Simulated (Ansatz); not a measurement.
MgF2 (Sellaite): band structure with PBE

Crystal: MgF2 (Sellaite).

```
CELL_PARAMETERS angstrom
4.62500 0.00000 0.00000
0.00000 4.62500 0.00000
0.00000 0.00000 3.05200
ATOMIC_POSITIONS crystal
Mg 0.50000 0.50000 0.50000
Mg 0.00000 0.00000 0.00000
F 0.80300 0.19700 0.50000
F 0.69700 0.69700 0.00000
F 0.19700 0.80300 0.50000
F 0.30300 0.30300 0.00000
```

| Property | Result |
| --- | --- |
| Program | Ansatz 0.2.0 |
| Task | band structure |
| Functional | PBE |
| Potentials or basis | Ansatz PAW |
| Cutoff | 420 eV (not typed: the program's choice for these potentials) |
| k mesh | 6 × 6 × 9 |
| Occupations | fermi-dirac, width 0.05 eV |
| Spin | no spin polarisation |
| Path | [["G", "X", "M", "G", "Z", "R", "A", "Z"], ["X", "R"], ["M", "A"]] |
| Points for each segment of the path | 14 |

| Quantity | Value |
| --- | --- |
| Pressure | 4.5 GPa |
| Largest force | 0.023 eV/Å |
| Band gap on the k mesh | 7.13 eV, direct |
| Band gap along the path | 7.13 eV, direct |

Forces on the atoms (eV/Å):
```
Mg   0.000  0.000  0.000
Mg   0.000  0.000  0.000
F   -0.017  0.017  0.000
F    0.017  0.017  0.000
F    0.017 -0.017  0.000
F   -0.017 -0.017  0.000
```

Stress tensor (GPa, compression positive):
```
4.45 0.00 0.00
0.00 4.45 0.00
0.00 0.00 4.75
```

Levels at the corners of the path, in eV from the valence-band top:
```
point  band 22  band 23  band 24  band 25  band 26  band 27
    Γ    -0.32    -0.32     0.00     7.13    12.29    12.29
    X    -0.97    -0.38    -0.38     9.54     9.54    13.54
    M    -0.94    -0.77    -0.77    11.25    11.25    11.33
    Γ    -0.32    -0.32     0.00     7.13    12.29    12.29
    Z    -1.15    -0.85    -0.85    11.87    11.87    14.99
    R    -0.73    -0.66    -0.66    12.78    12.78    13.49
    A    -0.61    -0.48    -0.48    13.35    13.35    13.35
    Z    -1.15    -0.85    -0.85    11.87    11.87    14.99
    X    -0.97    -0.38    -0.38     9.54     9.54    13.54
    R    -0.73    -0.66    -0.66    12.78    12.78    13.49
    M    -0.94    -0.77    -0.77    11.25    11.25    11.33
    A    -0.61    -0.48    -0.48    13.35    13.35    13.35
```

Wall time 11 s on 2 threads of Arm Neoverse V1 (shared host), peak memory 0.39 GiB.

Caveat: the pressure holds a Pulay correction of +0.7 GPa for the finite cutoff. A hybrid or GW would open this gap; PBE tends to underestimate it.
